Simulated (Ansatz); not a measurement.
# Gap against strain: (8,0) SiC nanotube

Set-up. Ansatz 0.2.0, plane waves with PAW datasets, PBE, Fermi-Dirac smearing of 0.05 eV, no spin-orbit coupling. The period is scaled from its relaxed value of 5.344 Å and the atoms relax, within the symmetry of the start, at each strain ε (in %); gaps, in eV, are read on a band path.

```
period (Å)  energy (eV a cell)  place of the conduction minimum (Γ = 0, Z = 1)   ε    gap
     5.130              +1.026                                            0.00  −4  1.482
     5.237              +0.256                                            0.00  −2  1.428
     5.344               0.000                                            0.00   0  1.352
     5.557              +0.987                                            0.00   4  1.173
     5.664              +2.187                                            0.00   6  1.084
```

One run is withheld: period (Å) = 5.450, with ε = 2. Fit a straight line gap = a + b × ε to the 5 rows shown and predict it.

**Fit.** The means are 0.8 for ε and 1.304 for gap. The sum of products of deviations is −2.802 and the sum of squares in ε is 68.8, so b = −2.802 / 68.8 = −0.04073 and a = 1.304 − (−0.04073) × 0.8 = 1.336. The residuals' standard deviation, with 3 degrees of freedom, is σ = 0.015.

**Prediction.** gap = 1.336 + (−0.04073) × 2 = 1.255. The run gave 1.264, so the prediction less the run is −0.0092. The standard error of a prediction there, σ√(1 + 1/5 + (2 − 0.8)²/68.8), is 0.017, and the miss is 0.54 times that, for a point between the fitted rows. With so few rows σ is itself uncertain.

The gap narrows at every step from compression to tension.

Caveats: Kohn-Sham gaps of a wire among periodic images, which in a check on one flat ribbon (7 Å apart) lowered the gap by 0.2 eV and flattened the slope; the slope b × 100 is a mean deformation potential of the gap, in eV per unit strain. Between neighbouring runs it lies between −4.5 and −2.7 eV. The unstrained row comes from a denser mesh than the others, which shifts its energy a little. Series of this kind are told only where this holds: a gap at every strain (compound wires with polar facets were set aside first). 88 of 101 did.

[Logs are printed without paths, hosts, clocks, repeated set-up lines and the standing remarks that a program may print on its own settings, such as how far it seeks lower states.]
